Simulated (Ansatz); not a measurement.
Band gaps on a Γ-centred 6×6×6 mesh, computed with r²SCAN in Ansatz (plane waves, PAW datasets (generated hard set); cutoff 700 eV), no spin polarisation, no spin–orbit coupling.

Problem. Rank by gap, smallest first.
A. MgO (rock salt, a = 4.250 Å)
B. CaO (rock salt, a = 4.830 Å)
C. GaP (zinc blende, a = 5.510 Å)
D. NaI (rock salt, a = 6.530 Å)
E. InP (zinc blende, a = 5.960 Å)
F. PbSe (rock salt, a = 6.210 Å)

Solution. F (0.72 eV), E (0.87 eV), C (1.93 eV), B (4.20 eV), D (4.35 eV), A (5.36 eV).

A gap read on the mesh is an upper bound of this method's gap, since the mesh can miss a band edge. Spin–orbit coupling is left out; with heavy elements it can shift the gap and split levels by tenths of an eV. Potentials made with PBE were used with another functional. Semilocal functionals give gaps that mostly lie well below measured ones.
